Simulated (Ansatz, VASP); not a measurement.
**Two plane-wave programs on SnO**

```xyz
2
Lattice="3.0997 0.0000 0.0000 0.0000 3.0997 0.0000 0.0000 0.0000 3.0997" Properties=species:S:1:pos:R:3 pbc="T T T"
Sn    0.0000    0.0000    0.0000
O     1.5499    1.5499    1.5499
```

Alike in both runs: task single point; functional PBE; k mesh 6 × 6 × 6; occupations fermi-dirac, width 0.02 eV; no spin polarisation.

```csv
,VASP,Ansatz
version,VASP 6.6.1,Ansatz 0.2.0
potentials or method,"VASP PAW PBE potentials, release 64 (Sn_d, O)","plane waves, PAW"
plane-wave cutoff (eV),520,420
valence electrons in the cell,20,20
```

|  | VASP | Ansatz | Ansatz less VASP |
| --- | --- | --- | --- |
| pressure (GPa) | 3.6 | 3.7 | +0.04 |
